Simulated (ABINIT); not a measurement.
Rh:

```xyz
1
Lattice="0.0000 1.8979 1.8979 1.8979 0.0000 1.8979 1.8979 1.8979 0.0000" Properties=species:S:1:pos:R:3 pbc="T T T"
Rh    0.0000    0.0000    0.0000
```

Base run:

| Quantity | Value |
| --- | --- |
| Program | ABINIT 10.8.3 (patched build) |
| Functional | PBE |
| Potentials or basis | PseudoDojo NC SR PBE v0.4.1 standard |
| Cutoff | 1088 eV |
| k mesh | 9 × 9 × 9 |
| Occupations | fermi-dirac, width 0.05 eV |
| Spin | no spin polarisation |

Its results: band gap on the k mesh none (metal or under the smearing width); pressure 6.8 GPa.

Question: The run is repeated on the same cell with these changes: functional from PBE to PBEsol; potentials or basis from PseudoDojo NC SR PBE v0.4.1 standard to PseudoDojo NC SR PBEsol v0.4.1 standard. What comes out?

Answer: Band gap on the k mesh none (metal or under the smearing width); pressure -4.2 GPa.

Not every run made on this cell is shown here.
